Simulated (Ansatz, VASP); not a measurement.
## MgO: VASP beside Ansatz

```
CELL_PARAMETERS angstrom
0.00000 2.07963 2.07963
2.07963 0.00000 2.07963
2.07963 2.07963 0.00000
ATOMIC_POSITIONS crystal
Mg 0.00000 0.00000 0.00000
O 0.50000 0.50000 0.50000
```

Alike in both runs: task relaxation of cell and atoms; functional LDA; k mesh 10 × 10 × 10; occupations gaussian, width 0.02 eV; no spin polarisation.

|  | VASP | Ansatz |
| --- | --- | --- |
| version | VASP 6.6.1 | Ansatz 0.2.0 |
| potentials or method | VASP PAW LDA potentials, release 64 (Mg, O) | scalar-relativistic, plane waves, PAW |
| plane-wave cutoff (eV) | 600 | 420 |
| valence electrons in the cell | 8 | 16 |

|  | VASP | Ansatz | Ansatz less VASP |
| --- | --- | --- | --- |
| gap on the k mesh at the Fermi level, each at its own relaxed structure (eV) | 5.15 | 5.03 | -0.118 |
| relaxed volume (Å³/atom) | 8.89 | 8.99 | +0.101 |
| relaxed cell length with the largest relative difference (Å) | 2.930 | 2.941 | +0.0111 |

The two sets of potentials don't hold the same shells in valence.

Expect the measured gap to be larger: semilocal functionals such as LDA lack the derivative discontinuity. Zero-point motion and thermal expansion aren't in these numbers. LDA usually gives volumes a few per cent too small.
